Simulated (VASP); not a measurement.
These are r2SCAN meta-GGA, VASP's PBE PAW potentials (set 64) (plane waves; VASP) values and carry that method's errors.

Gaps are without spin-orbit coupling.

**Question.** Order these relaxed crystals by band gap, smallest first: Sr2SiS4, P2_1/m (11); AlN, Fm-3m (225); C, Fd-3m (227); CsBr, Pm-3m (221).

**Answer.** Sr2SiS4, P2_1/m (11) (3.40 eV), C, Fd-3m (227) (4.33 eV), CsBr, Pm-3m (221) (5.18 eV), AlN, Fm-3m (225) (5.56 eV)
